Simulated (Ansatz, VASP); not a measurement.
# CdS in VASP and in Ansatz

```
Cd S
1.0
     0.00000    2.72691    2.72691
     2.72691    0.00000    2.72691
     2.72691    2.72691    0.00000
Cd S
1 1
Direct
  0.99363 0.00637 0.00637
  0.52233 0.47767 0.47767
```

Change from the starting cell: mode 4 frozen in at -0.122 Å, equal normal strain along x, y and z +0.0000.

Alike in both runs: task single point; functional r2SCAN; k mesh 8 × 8 × 8; occupations gaussian, width 0.05 eV; no spin polarisation.

```csv
,VASP,Ansatz
version,VASP 6.6.1,Ansatz 0.2.0
potentials or method,"VASP PAW PBE potentials, release 64 (Cd, S)","scalar-relativistic, plane waves, PAW"
plane-wave cutoff (eV),520,500
valence electrons in the cell,18,26
```

```tsv
	VASP	Ansatz	Ansatz less VASP
gap on the k mesh at the Fermi level (eV)	0.79	0.81	+0.019
least direct gap on the mesh (eV)	2.32	2.36	+0.034
pressure (GPa)	1.2	0.7	-0.48
largest component of the traceless stress (GPa)	1.78	1.74	-0.042
rms of the force components (eV/Å)	0.205	0.197	-0.0086
```

Atom by atom the forces differ by 0.009 eV/Å (rms over components). The two sets of potentials don't hold the same shells in valence.

Caveats: the PAW data sets were made with another functional, which shifts forces and pressure a little (VASP). A k mesh can miss the band edges.
